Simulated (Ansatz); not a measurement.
**Step by step: GdN, relaxation of cell and atoms**

Computed with DFT, PBE, PAW with Ansatz's default frozen-core files, scalar-relativistic in Ansatz 0.2.0.

Command: `ansatz run input.yaml --threads 1 --pin off --max-ram 3072MiB --backend cpu --events-out ev --progress --plain --runs-dir out` The run took about 46 s on 1 thread of a shared machine.

```yaml
crystal:
  lattice:
    - [0.0, 2.6522965445, 2.6522965445]
    - [2.6522965445, 0.0, 2.6522965445]
    - [2.6522965445, 2.6522965445, 0.0]
  atoms:
    - { symbol: Gd, position: [0.0, 0.0, 0.0], spin: 7.0 }
    - { symbol: "N", position: [0.25, 0.25, 0.25] }
magnetization:
  spin_polarized: true
kpoints:
  mp_grid: { grid: [12, 12, 12] }
scf:
  occupations: { method: fermi_dirac, width: 0.03 }
hamiltonian:
  xc: pbe
  pseudopotentials: { kind: paw }
output:
  forces: true
  stress: true
  write_density: true
  write_potential: true
  elf: true
  volumetric_format: npy
relax:
  f_tol: 0.005
  max_steps: 80
  cell: {}
```

Where the f shell is localised, expect the real compound to differ from this run without U.

Spin–orbit coupling is left out, though it moves levels of the heavy atoms by tenths of an eV or more.

The run is spin-polarised from parallel moments and ends with 7.00 μB in the cell; other orders may lie lower.

The cell is built from the zincblende type as a first guess.

The cutoff is 420 eV; energies and pressures of the walk include the program's estimate of the Pulay term.

Each frame lists the cell vectors (Å), then Cartesian positions (Å); symmetry keeps all forces zero. Free energies count from the first step, -9718.9686 eV.

The walk took 4 evaluations in all; steps that aren't listed are left out.

Step 1: E = 0.0 meV, P = 2.01 GPa

```
cell 0.0000 2.6523 2.6523 2.6523 0.0000 2.6523 2.6523 2.6523 0.0000
Gd    0.0000    0.0000    0.0000
N     1.3261    1.3261    1.3261
```

Step 2: E = -1.4 meV, P = -0.98 GPa

```
cell 0.0000 2.6765 2.6765 2.6765 0.0000 2.6765 2.6765 2.6765 0.0000
Gd    0.0000    0.0000    0.0000
N     1.3383    1.3383    1.3383
```

How does the relaxation end?

It converges, with a = 5.337 Å, b = 5.337 Å, c = 5.337 Å, α = 90.00°, β = 90.00°, γ = 90.00° (conventional cell, space group F-43m). The last solve (on a basis chosen afresh for the final cell, so its energy is not quite comparable) gives E = -4.3 meV, P = 0.03 GPa:
```
cell 0.0000 2.6685 2.6685 2.6685 0.0000 2.6685 2.6685 2.6685 0.0000
Gd    0.0000    0.0000    0.0000
N     1.3342    1.3342    1.3342
```
